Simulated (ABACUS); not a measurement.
Crystal: Ni.

```xyz
1
Lattice="-1.7376 0.0000 1.7376 0.0000 1.7376 1.7376 -1.7376 1.7376 0.0000" Properties=species:S:1:pos:R:3 pbc="T T T"
Ni    0.0000    0.0000    0.0000
```

Base run:

| Item | Value |
| --- | --- |
| Program | ABACUS 3.10.1 |
| Functional | PBEsol |
| Potentials or basis | SG15 ONCV 1.2 PBE |
| Cutoff | 1333 eV |
| Density cutoff | 5333 eV |
| Basis | plane waves |
| k mesh | 10 × 10 × 10 |
| Occupations | fermi-dirac, width 0.05 eV |
| Spin | collinear spin, ferromagnetic start |
| Starting moments | [1.0] μB |

Its results: band gap on the k mesh none (metal or under the smearing width); pressure -1.7 GPa; net moment 0.71 μB per cell.

Q: The run is repeated on the same cell with these changes: functional from PBEsol to BP86. What comes out?

A: Band gap on the k mesh none (metal or under the smearing width); pressure 8.9 GPa; net moment 0.68 μB per cell.

Caveats: the potentials were made for another functional, which shifts forces and pressure.

Not every run made on this cell is shown here.
